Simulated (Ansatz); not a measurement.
# Relativistic treatment of CaSe

```
Ca Se
1.0
     0.00000    2.95600    2.95600
     2.95600    0.00000    2.95600
     2.95600    2.95600    0.00000
Ca Se
1 1
Direct
  0.00000 0.00000 0.00000
  0.50000 0.50000 0.50000
```

Atom numbers follow the list: Ca1, Se2.

The cell is COD entry 1010880, as deposited and not checked against the literature; nothing was relaxed. It is an old determination, and later ones may differ.

One fixed cell is solved with PBE by all-electron LAPW in Ansatz 0.2.0 under different relativistic treatments. Pressure is positive in compression.

Sampling and basis: a Γ-centred 7×7×7 k mesh, Fermi–Dirac smearing of 0.01 eV, basis error target 1 meV/atom, no spin polarisation.

| setting | P (GPa) | gap over the k mesh and a high-symmetry path (eV) | lowest level at Γ above −25 eV, from the valence-band top or, without a gap, the Fermi level (eV) |
| --- | --- | --- | --- |
| scalar-relativistic | 1.17 | 2.03 | -20.75 |
| non-relativistic | 1.45 | 2.01 | -20.69 |
| with spin–orbit coupling | 1.17 | ? | ? |

(1) What belongs in the row "with spin–orbit coupling", column "gap over the k mesh and a high-symmetry path (eV)"?

(2) What belongs in the row "with spin–orbit coupling", column "lowest level at Γ above −25 eV, from the valence-band top or, without a gap, the Fermi level (eV)"?

Results:

(1) 1.89.

(2) -21.14.
